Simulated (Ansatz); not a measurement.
# Al₂O₃: do energies and stresses tell the same story?

These are results of DFT r2SCAN, scalar-relativistic, plane waves, PAW (Ansatz 0.2.0), not measurements.

Plane waves to 500 eV, a k mesh through Γ of 6×6×6 on the computed 10-atom cell and Gaussian smearing (0.02 eV); no spin polarisation.

Relaxed cell: R-3c, a = 4.759 Å, b = 4.759 Å, c = 12.995 Å, α = 90.00°, β = 90.00°, γ = 120.00°, 10 atoms in the primitive cell.

Energies at zero smearing and pressures from the stress tensor, at volumes with shape and atoms relaxed:
```
V (Å³/atom) E − E(first) (meV/atom) P (GPa)
      7.986                     0.00    17.90
      8.241                   -20.64     8.28
      8.496                   -27.05     0.00
      8.751                   -21.22    -7.15
      9.006                    -4.82   -13.31
```

Question: Check P = −dE/dV between neighbouring volumes, and get the bulk modulus from the pressures alone.

Answer: With 1 eV/Å³ = 160.2 GPa:
| middle V (Å³/atom) | −ΔE/ΔV (GPa) | mean P (GPa) |
| --- | --- | --- |
| 8.114 | 12.972 | 13.090 |
| 8.369 | 4.033 | 4.138 |
| 8.623 | -3.665 | -3.578 |
| 8.878 | -10.308 | -10.231 |

The two differ by 0.12 GPa at most. The mean of two end pressures misses the average over a step by about ΔV² P″/12, up to 0.12 GPa here; with that taken off 0.00 GPa remains. Around V = 8.496 Å³/atom, the two neighbours give B = −V ΔP/ΔV = 8.496 × 15.43 / 0.510 = 257.2 GPa, against B0 = 256.2 GPa from the Birch–Murnaghan fit of the energies.